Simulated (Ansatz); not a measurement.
Born–Oppenheimer molecular dynamics of C₂H₃O₂ (7 atoms, charge -1, multiplicity 1). It starts from a relaxed structure.

Method: RKS PBE0-D4/6-31G* in Ansatz.

```yaml
ensemble: NVT, Langevin thermostat
time_step: 0.5 fs
steps_asked: 500
set_temperature: 700 K
friction: 0.05 /fs
seed: 936507
```

First frame:

```xyz
7
Properties=species:S:1:pos:R:3
C -0.332 0.542 -0.162
C 0.489 -0.737 0.209
O 0.856 -0.799 1.405
O 0.647 -1.560 -0.722
H -0.282 0.757 -1.237
H 0.012 1.414 0.410
H -1.390 0.383 0.096
```

**Question.** How far do the bonds stretch over the last three quarters of this one trajectory? (Pairs bonded in most of those frames.)

**Answer.** 
```
 bond  mean (Å)  spread (Å)  shortest  longest
C1–C2     1.579       0.061      1.47     1.71
C1–H5     1.108       0.038      1.02     1.21
C1–H6     1.108       0.043      1.00     1.21
C1–H7     1.101       0.038      1.02     1.18
C2–O3     1.251       0.029      1.17     1.32
C2–O4     1.255       0.027      1.19     1.34
```

Mean temperature of the second half: 583 K. The mean temperature of the second half is 17 % below the set value. A run of 0.25 ps of so small a system gives no equilibrium averages. Limits of this set-up: an anion without diffuse functions, the dipole of an ion depends on the origin.

The run took 17 min on 1 thread of Intel(R) Xeon(R) Processor @ 2.70GHz, on a shared host, peak memory 0.12 GiB.
